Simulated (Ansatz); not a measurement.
Born–Oppenheimer molecular dynamics of a periodic cell of 16 atoms, TaN (start crystal TaN, start structure P-6m2, volume 1 times the crystal's). It starts from a structure without forces on its atoms.

Method: Ansatz, DFT PBE, scalar-relativistic, plane waves, PAW. Settings: PAW set soft_1, cutoff 420 eV, k mesh 2x2x2, fermi-dirac smearing 0.17 eV, no spin polarisation.

```yaml
ensemble: NVT, Langevin thermostat
time_step: 1 fs
steps_asked: 190
set_temperature: 2000 K
friction: 0.02 /fs
seed: 741912
```

First frame:

```xyz
16
Lattice="-2.9399 -5.0921 0.0000 4.4099 -2.5461 0.0000 0.0000 0.0000 5.7804" Properties=species:S:1:pos:R:3
Ta 0.000 -5.092 1.445
N 1.470 -4.243 0.000
Ta 0.000 -5.092 4.335
N 1.470 -4.243 2.890
Ta -1.470 -2.546 1.445
N 0.000 -1.697 0.000
Ta -1.470 -2.546 4.335
N 0.000 -1.697 2.890
Ta 1.470 -2.546 1.445
N 2.940 -1.697 0.000
Ta 1.470 -2.546 4.335
N 2.940 -1.697 2.890
Ta 0.000 0.000 1.445
N -1.470 -4.243 0.000
Ta 0.000 0.000 4.335
N -1.470 -4.243 2.890
```

(1) What does the run give?

(2) What happens to the structure?

(3) How do temperature and energy run in time?

Results:

(1) The run went to its last step.

```
steps done                                               : 190
time covered                                             : 190 fs
mean temperature over the second half                    : 2017 K
spread of the potential energy over the second half      : 41.2 meV per atom
mean potential energy of the second half above the start : 224.1 meV per atom
```

A run of 0.19 ps of so small a system gives no equilibrium averages. Limits of this set-up: coarse k mesh.

(2) Mean squared displacements from the first frame to the last, about the centre of mass: Ta 0.01 Å², N 0.03 Å². The details hang on the random start.

(3) 
| time (fs) | T (K) | potential energy less start (eV) |
| --- | --- | --- |
| 0 | 1875 | 0.000 |
| 9 | 1390 | 1.923 |
| 18 | 1074 | 3.511 |
| 27 | 1927 | 2.170 |
| 36 | 1564 | 2.698 |
| 45 | 1762 | 3.631 |
| 54 | 1684 | 3.812 |
| 63 | 1391 | 3.891 |
| 72 | 1151 | 4.284 |
| 81 | 1524 | 3.983 |
| 90 | 1760 | 3.486 |
| 99 | 1417 | 3.945 |
| 108 | 2281 | 2.765 |
| 117 | 1883 | 2.626 |
| 126 | 1729 | 3.117 |
| 135 | 1974 | 2.940 |
| 144 | 1631 | 3.833 |
| 153 | 2166 | 3.657 |
| 162 | 2043 | 4.004 |
| 171 | 2166 | 4.852 |
| 180 | 2587 | 4.205 |
| 189 | 3061 | 3.504 |

The run took 15 min on 1 thread of Arm Neoverse V2 (shared host), peak memory 0.51 GiB.
